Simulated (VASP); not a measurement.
# NiO (Fm-3m) in VASP: notebook

The runs below take NiO through band structure, with LAK, PBE.

Program: VASP 6.6.1. These are calculated values, not measurements. Logs are shortened: lines on timing, memory, paths and dates and some standing lists are left out, and cuts for length are marked.

**Experimental background.**

“Local correlations, non-local screening, multiplets, and band formation in NiO”, 2012, arxiv:1210.6675 quotes, for a bulk crystal of NiO: band gap 4.3 eV.

The runs below are set against these values where they give the same quantity.

**1. The structure**

Symmetry: Fm-3m, No. 225, cubic system. Conventional cell: a = 4.172 Å, b = 4.172 Å, c = 4.172 Å, α = 90.00°, β = 90.00°, γ = 90.00°. Ni (site symmetry m-3m) is surrounded by 6 O at 2.09 Å. Around O (site symmetry m-3m) lie 6 Ni at 2.09 Å.

**2. Band structure, LAK, collinear spin, ferromagnetic start**

INCAR

```
SYSTEM = NiO
  PREC = Accurate
  ENCUT = 520
  EDIFF = 1E-6
  ISMEAR = -1
  SIGMA = 0.05
  LREAL = .FALSE.
  LASPH = .TRUE.
  NELM = 150
  ALGO = Normal
  ISIF = 2
  LWAVE = .FALSE.
  LCHARG = .FALSE.
  ISPIN = 2
  MAGMOM = 1 0
  LORBIT = 11
  LMAXMIX = 4
  METAGGA = LAK
  LMIXTAU = .TRUE.
  NBANDS = 19
```

KPOINTS

```
regular mesh
0
G
  11 11 11
  0 0 0
```

POSCAR

```
NiO
1.0
    0.0000000000      2.0859016414      2.0859016414
    2.0859016414      0.0000000000      2.0859016414
    2.0859016414      2.0859016414      0.0000000000
Ni O
1 1
Direct
    0.0000000000      0.0000000000      0.0000000000
    0.5000000000      0.5000000000      0.5000000000
```

KPOINTS_OPT

```
path GXWKGLUWLK,UX
15
line-mode
reciprocal
 0.0000000000  0.0000000000  0.0000000000  G
 0.5000000000  0.0000000000  0.5000000000  X

 0.5000000000  0.0000000000  0.5000000000  X
 0.5000000000  0.2500000000  0.7500000000  W

 0.5000000000  0.2500000000  0.7500000000  W
 0.3750000000  0.3750000000  0.7500000000  K

 0.3750000000  0.3750000000  0.7500000000  K
 0.0000000000  0.0000000000  0.0000000000  G

 0.0000000000  0.0000000000  0.0000000000  G
 0.5000000000  0.5000000000  0.5000000000  L

 0.5000000000  0.5000000000  0.5000000000  L
 0.6250000000  0.2500000000  0.6250000000  U

 0.6250000000  0.2500000000  0.6250000000  U
 0.5000000000  0.2500000000  0.7500000000  W

 0.5000000000  0.2500000000  0.7500000000  W
 0.5000000000  0.5000000000  0.5000000000  L

 0.5000000000  0.5000000000  0.5000000000  L
 0.3750000000  0.3750000000  0.7500000000  K

 0.6250000000  0.2500000000  0.6250000000  U
 0.5000000000  0.0000000000  0.5000000000  X
```

Potentials or basis: VASP PAW PBE potentials, release 64 (Ni, O).

Command:

```
> cat potpaw_PBE.64/Ni/POTCAR potpaw_PBE.64/O/POTCAR > POTCAR
> mpirun -np 1 vasp_std > vasp.out
```

OUTCAR:

```text
SYSTEM = NiO
   PREC = Accurate
   ENCUT = 520
   EDIFF = 1E-6
   ISMEAR = -1
   LREAL = .FALSE.
   LASPH = .TRUE.
   NELM = 150
   ISIF = 2
   ISPIN = 2
   LORBIT = 11
   METAGGA = LAK

 ion  position               nearest neighbor table
   1  0.000  0.000  0.000-   2 2.09   2 2.09   2 2.09   2 2.09   2 2.09   2 2.09
   2  0.500  0.500  0.500-   1 2.09   1 2.09   1 2.09   1 2.09   1 2.09   1 2.09

  LATTYP: Found a face centered cubic cell.
 ALAT       =     4.1718032828

  Lattice vectors:

 A1 = (   0.0000000000,   2.0859016414,   2.0859016414)
 A2 = (   2.0859016414,   0.0000000000,   2.0859016414)
 A3 = (   2.0859016414,   2.0859016414,   0.0000000000)

Analysis of symmetry for initial positions (statically):
=====================================================================
 Subroutine PRICEL returns:
 Original cell was already a primitive cell.

 Routine SETGRP: Setting up the symmetry group for a
 face centered cubic supercell.

 Subroutine GETGRP returns: Found 48 space group operations
 (whereof 48 operations were pure point group operations)
 out of a pool of 48 trial point group operations.

The static configuration has the point symmetry O_h .

Analysis of symmetry for dynamics (positions and initial velocities):
=====================================================================
 Subroutine PRICEL returns:
 Original cell was already a primitive cell.

 Routine SETGRP: Setting up the symmetry group for a
 face centered cubic supercell.

 Subroutine GETGRP returns: Found 48 space group operations
 (whereof 48 operations were pure point group operations)
 out of a pool of 48 trial point group operations.

The dynamic configuration has the point symmetry O_h .

Analysis of structural, dynamic, and magnetic symmetry:
=====================================================================
 Subroutine PRICEL returns:
 Original cell was already a primitive cell.

 Routine SETGRP: Setting up the symmetry group for a
 face centered cubic supercell.

 Subroutine GETGRP returns: Found 48 space group operations
 (whereof 48 operations were pure point group operations)
 out of a pool of 48 trial point group operations.

The overall configuration has the point symmetry O_h .

 Subroutine INISYM returns: Found 48 space group operations
 (whereof 48 operations are pure point group operations),
 and found     1 'primitive' translations

----------------------------------------------------------------------------------------

                                     Primitive cell

  volume of cell :      18.1515

  direct lattice vectors                    reciprocal lattice vectors
     0.000000000  2.085901641  2.085901641    -0.239704495  0.239704495  0.239704495
     2.085901641  0.000000000  2.085901641     0.239704495 -0.239704495  0.239704495
     2.085901641  2.085901641  0.000000000     0.239704495  0.239704495 -0.239704495

  length of vectors
     2.949910391  2.949910391  2.949910391     0.415180364  0.415180364  0.415180364

  position of ions in fractional coordinates (direct lattice)
     0.000000000  0.000000000  0.000000000
     0.500000000  0.500000000  0.500000000

  ion indices of the primitive-cell ions
   primitive index   ion index
                 1           1
                 2           2

----------------------------------------------------------------------------------------

 KPOINTS: regular mesh

Automatic generation of k-mesh.
 Grid dimensions read from file:
 generate k-points for:   11   11   11

 Generating k-lattice:

  Cartesian coordinates                     Fractional coordinates (reciprocal lattice)
    -0.021791318  0.021791318  0.021791318     0.090909091  0.000000000  0.000000000
     0.021791318 -0.021791318  0.021791318     0.000000000  0.090909091  0.000000000
     0.021791318  0.021791318 -0.021791318     0.000000000  0.000000000  0.090909091

  Length of vectors
     0.037743669  0.037743669  0.037743669

  Shift w.r.t. Gamma in fractional coordinates (k-lattice)
     0.000000000  0.000000000  0.000000000

 Subroutine IBZKPT returns following result:
 ===========================================

 Found     56 irreducible k-points:

 Following reciprocal coordinates:
            Coordinates               Weight
  0.000000  0.000000  0.000000      1.000000
  0.090909  0.000000  0.000000      8.000000
  0.181818  0.000000  0.000000      8.000000
  0.272727  0.000000  0.000000      8.000000
  0.363636  0.000000  0.000000      8.000000
  0.454545  0.000000  0.000000      8.000000
[... 16 lines left out ...]
 -0.272727  0.181818  0.000000     24.000000
 -0.181818  0.181818  0.000000     12.000000
 [... further k-points ...]
   k-points           NKPTS =     56   k-points in BZ     NKDIM =     56   number of bands    NBANDS=     19
   number of dos      NEDOS =    301   number of ions     NIONS =      2
   total plane-waves  NPLWV =  13824
   dimension x,y,z NGX =    24 NGY =   24 NGZ =   24
   dimension x,y,z NGXF=    48 NGYF=   48 NGZF=   48
   ions per type =               1   1
   NGX,Y,Z   is equivalent  to a cutoff of  13.53, 13.53, 13.53 a.u.
   NGXF,Y,Z  is equivalent  to a cutoff of  27.05, 27.05, 27.05 a.u.
 SYSTEM =  NiO
   PREC   = accura    normal or accurate (medium, high low for compatibility)
   ISTART =      0    job   : 0-new  1-cont  2-samecut
   ICHARG =      2    charge: 1-file 2-atom 10-const
   ISPIN  =      2    spin polarized calculation?
   LNONCOLLINEAR =      F non collinear calculations
   LSORBIT =      F    spin-orbit coupling
   LASPH  =      T    aspherical Exc in radial PAW
   ENCUT  =  520.0 eV  38.22 Ry    6.18 a.u.   5.48  5.48  5.48*2*pi/ulx,y,z
   NELM   =    150;   NELMIN=  2; NELMDL= -5     # of ELM steps
   EDIFF  = 0.1E-05   stopping-criterion for ELM
   LREAL  =      F    real-space projection
   EDIFFG = 0.1E-04   stopping-criterion for IOM
   NSW    =      0    number of steps for IOM
   IBRION =     -1    ionic relax: 0-MD 1-quasi-New 2-CG
   NFREE  =      0    steps in history (QN), initial steepest desc. (CG)
   ISIF   =      2    stress and relaxation
   ISYM   =      2    0-nonsym 1-usesym 2-fastsym
   POTIM  = 0.5000    time-step for ionic-motion
   TEBEG  =    0.0;   TEEND  =   0.0 temperature during run
   PSTRESS=    0.0 pullay stress
   NELECT =      16.0000    total number of electrons
   NUPDOWN=      -1.0000    fix difference up-down
   EMIN   =  10.00;   EMAX   =-10.00  energy-range for DOS
   EFERMI =   0.00;   METHOD = LEGACY
   ISMEAR =    -1;   SIGMA  =   0.05  broadening in eV -4-tet -1-fermi 0-gaus
   EFERMI_NEDOS =   21; number of points for ismear=-14 and -15
   IALGO  =     38    algorithm
   IMIX   =      4    mixing-type and parameters
     AMIX     =   0.40;   BMIX     =  1.00
     AMIX_MAG =   1.60;   BMIX_MAG =  1.00
  volume/ion in A,a.u.               =       9.08        61.25
  Fermi-wavevector in a.u.,A,eV,Ry     =   1.569680  2.966264 33.523312  2.463894
  Thomas-Fermi vector in A             =   2.671526
   LORBIT       =     11    0 simple, 1 ext, 2 COOP (PROOUT), +10 PAW based schemes
   METAGGA = LAK    functional components
   LHFCALC =     F    Hartree Fock is set to
   AEXX    =    0.0000 exact exchange contribution
   IVDW    =     0    specifies the selected vdW correction
   LEPSILON=     F    determine dielectric tensor
   LRPA    =     F    only Hartree local field effects (RPA)
 spin polarized calculation
  energy-cutoff  :      520.00
  volume of cell :       18.15
 maximum number of plane-waves:       531
 NGX is ok and might be reduce to    24
   NGX = 11   NGY = 11   NGZ = 11

 number of electron      16.0000001 magnetization       1.9998800

 Free energy of the ion-electron system (eV)
  ---------------------------------------------------
  ext. energy  EPLUGINS =         0.00000000
  ---------------------------------------------------
  free energy    TOTEN  =         1.45376041 eV

  energy without entropy =        1.45376056  energy(sigma->0) =        1.45376048

 E-fermi :   8.4447     XC(G=0): -13.1659

 val. band max:        7.8216429559   @ k =   0.4545   0.0000   0.0000
 cond. band min:       8.9591533306   @ k =   0.0000   0.0000   0.0000
 fundamental gap:      1.1375103747
 Fermi energy:         8.4447172767

 spin component 1

 k-point     1 :       0.0000    0.0000    0.0000
  band No.  band energies     occupation
      1     -13.6827      1.00000
      2       3.8802      1.00000
      3       3.8879      1.00000
      4       4.5515      1.00000
      5       4.5519      1.00000
      6       4.5545      1.00000
[... 11 lines left out ...]
     18      35.1422      0.00000
     19      35.1518      0.00000
[... 485 lines left out ...]
 k-point    24 :      -0.1818    0.1818    0.0000
  band No.  band energies     occupation
      1     -12.9283      1.00000
      2       1.2160      1.00000
      3       1.9487      1.00000
      4       2.9463      1.00000
      5       4.5533      1.00000
      6       4.8403      1.00000
[... 11 lines left out ...]
     18      40.2665      0.00000
     19      41.3489      0.00000

 [... further k-points ...]

 spin component 2

 k-point     1 :       0.0000    0.0000    0.0000
  band No.  band energies     occupation
      1     -13.1764      1.00000
      2       5.5946      1.00000
      3       5.5952      1.00000
      4       5.5961      1.00000
      5       5.7256      1.00000
      6       5.7257      1.00000
[... 11 lines left out ...]
     18      36.0880      0.00000
     19      36.0921      0.00000
[... 485 lines left out ...]
 k-point    24 :      -0.1818    0.1818    0.0000
  band No.  band energies     occupation
      1     -12.3552      1.00000
      2       2.0341      1.00000
      3       3.6148      1.00000
      4       4.1005      1.00000
      5       5.9236      1.00000
      6       6.5670      1.00000
[... 11 lines left out ...]
     18      40.9307      0.00000
     19      41.7968      0.00000

 [... further k-points ...]

------------------------ aborting loop because EDIFF is reached ----------------------------------------

  FORCE on cell =-STRESS in cart. coord.  units (eV):
  Direction    XX          YY          ZZ          XY          YZ          ZX
  --------------------------------------------------------------------------------------
  -------------------------------------------------------------------------------------
  Total        1.4198262      1.4198262      1.4198262      0.0000000      0.0000000     -0.0000000
  in kB      125.3240119    125.3240119    125.3240119      0.0000000      0.0000000     -0.0000000
  external PRESSURE =     125.3240119 kB  Pullay stress =       0.0000000 kB

 VOLUME and BASIS-vectors are now :
 -----------------------------------------------------------------------------
  energy-cutoff  :      520.00
  volume of cell :       18.15
      direct lattice vectors                 reciprocal lattice vectors
     0.000000000  2.085901641  2.085901641    -0.239704495  0.239704495  0.239704495
     2.085901641  0.000000000  2.085901641     0.239704495 -0.239704495  0.239704495
     2.085901641  2.085901641  0.000000000     0.239704495  0.239704495 -0.239704495

 POSITION                                       TOTAL-FORCE (eV/Angst)
 -----------------------------------------------------------------------------------
      0.00000      0.00000      0.00000         0.000000     -0.000000     -0.000000
      2.08590      2.08590      2.08590        -0.000000      0.000000      0.000000
 -----------------------------------------------------------------------------------
    total drift:                                0.000000     -0.000000     -0.000000

  FREE ENERGIE OF THE ION-ELECTRON SYSTEM (eV)
  ---------------------------------------------------
  free  energy   TOTEN  =         1.4537604089 eV

  energy  without entropy=        1.4537605558  energy(sigma->0) =        1.45376048

 total charge

# of ion       s       p       d       tot
------------------------------------------
    1        0.340   0.423   8.174   8.937
    2        1.581   3.533   0.000   5.114
--------------------------------------------------
tot          1.921   3.956   8.174  14.051

 magnetization (x)

# of ion       s       p       d       tot
------------------------------------------
    1        0.010   0.010   1.693   1.713
    2        0.027   0.243   0.000   0.271
--------------------------------------------------
tot          0.037   0.253   1.693   1.983
```

It took 3.1 min on 1 thread of Intel Xeon Platinum 8488C (Sapphire Rapids), shared host; peak memory 0.2 GiB.

Results:

- Free energy: 1.4538 eV
- Pressure: 12.5 GPa
- Band gap on the k mesh: 1.14 eV, indirect (least direct gap 2.07 eV)
- Band gap along the path: 1.10 eV, indirect (least direct gap 2.00 eV)
- Net moment: 2.00 μB per cell
- Site moments: Ni +1.71; O +0.27 μB
- Valence electrons inside the program's atomic spheres: Ni 8.94; O 5.11

Caveat: the PAW data sets were made with another functional, which shifts forces and pressure a little; a cell with one magnetic atom can't hold antiferromagnetic order, which such compounds often take.

**3. Band structure, PBE, collinear spin, ferromagnetic start**

INCAR

```
PREC = Accurate ; ENCUT = 900
EDIFF = 1E-6 ; ISMEAR = -1
SIGMA = 0.05 ; LREAL = False
LASPH = True ; NELM = 150
ALGO = Fast ; ISIF = 2
LWAVE = False ; LCHARG = False
ISPIN = 2 ; MAGMOM = 1 0
LORBIT = 11 ; LMAXMIX = 4
GGA = PE ; NBANDS = 19
```

KPOINTS

```
Automatic mesh
0
Gamma
  11 11 11
```

POSCAR is that of step 2.

KPOINTS_OPT is that of step 2.

Potentials or basis: VASP PAW PBE potentials, release 64 (Ni, O_h).

Command:

```
> cat potpaw_PBE.64/Ni/POTCAR potpaw_PBE.64/O_h/POTCAR > POTCAR
> mpirun -np 1 vasp_std > vasp.out
```

It took 2 min on 1 thread of Intel Xeon 6975P-C (Granite Rapids), shared host; peak memory 0.27 GiB.

Results (log left out):

```
Free energy                                           : -11.4798 eV
Pressure                                              : 4.5 GPa
Band gap along the path                               : none (metal or under the smearing width)
Net moment                                            : 1.67 μB per cell
Site moments                                          : Ni +1.38; O +0.19 μB
Valence electrons inside the program's atomic spheres : Ni 8.99; O 3.34
```

Caveat: the cutoff is under 1.25 times the usual one of these potentials, so pressure, stress and relaxed cells hold a basis-set (Pulay) error; a cell with one magnetic atom can't hold antiferromagnetic order, which such compounds often take; semilocal functionals often make such compounds metallic where correlation or magnetic order opens a gap, which also shifts bond lengths.

**4. Band structure, PBE, collinear spin, ferromagnetic start**

INCAR

```
PREC = Accurate
ENCUT = 400
EDIFF = 1E-6
ISMEAR = -1
SIGMA = 0.05
LREAL = False
LASPH = True
NELM = 150
ALGO = Normal
ISIF = 2
LWAVE = False
LCHARG = False
ISPIN = 2
MAGMOM = 1 0
LORBIT = 11
LMAXMIX = 4
GGA = PE
NBANDS = 19
```

KPOINTS

```
regular mesh
0
Gamma
  11 11 11
```

POSCAR is that of step 3.

KPOINTS_OPT: that of step 3 with these lines changed.

```diff
@@ -1,3 +1,3 @@
 path GXWKGLUWLK,UX
-15
+10
 line-mode
```

Potentials or basis: VASP PAW PBE potentials, release 64 (Ni, O_s).

Command:

```
> cat potpaw_PBE.64/Ni/POTCAR potpaw_PBE.64/O_s/POTCAR > POTCAR
> mpirun -np 1 vasp_std > vasp.out
```

Run time: 25 s. Hardware: 1 thread of Intel Xeon 6975P-C (Granite Rapids), shared host; peak memory 0.16 GiB.

The run converged. Its results:

* Free energy: -11.4690 eV
* Pressure: 4.8 GPa
* Band gap along the path: none (metal or under the smearing width)
* Net moment: 1.68 μB per cell
* Site moments: Ni +1.39; O +0.26 μB
* Valence electrons inside the program's atomic spheres: Ni 8.99; O 5.89

Caveat: a cell with one magnetic atom can't hold antiferromagnetic order, which such compounds often take; semilocal functionals often make such compounds metallic where correlation or magnetic order opens a gap, which also shifts bond lengths.

(Part 1 of 2 ends here.)
